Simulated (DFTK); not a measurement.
W:

```xyz
1
Lattice="0.0000 2.0300 2.0300 2.0300 0.0000 2.0300 2.0300 2.0300 0.0000" Properties=species:S:1:pos:R:3 pbc="T T T"
W     0.0000    0.0000    0.0000
```

This isn't the form of W at room conditions, which is bcc.

| Item | Value |
| --- | --- |
| Program | DFTK 0.8.2 |
| Task | single point |
| Functional | PBE |
| Potentials or basis | dojo.nc.sr.pbe.v0_4_1.standard.upf (PBE) |
| Cutoff | 1007 eV |
| k mesh | 11 × 11 × 11 |
| Occupations | fermi-dirac, width 0.05 eV |
| Spin | no spin polarisation |

On this cell: pressure -4.9 GPa; band gap on the k mesh none (metal or under the smearing width).

The same run follows on a disturbed copy (cell strained at random at fixed volume):

```
W
1.0
     0.01192    2.00823    2.03186
     2.02971    0.01106    2.03272
     2.05415    2.03352   -0.01337
W
1
Cartesian
  0.0111 0.0150 -0.0317
```

Task: What does the disturbed cell give?

Result: The energy (extrapolated to zero smearing) moves by -4.5 meV/atom; pressure -4.8 GPa; band gap on the k mesh none (metal or under the smearing width).

Stress tensor (GPa, compression positive):
```
-4.14  2.43 -0.76
 2.43 -6.58 -1.04
-0.76 -1.04 -3.63
```

The energy falls, though the first cell shows no forces: that form is unstable against this distortion, unless noise or another electronic state is at work.
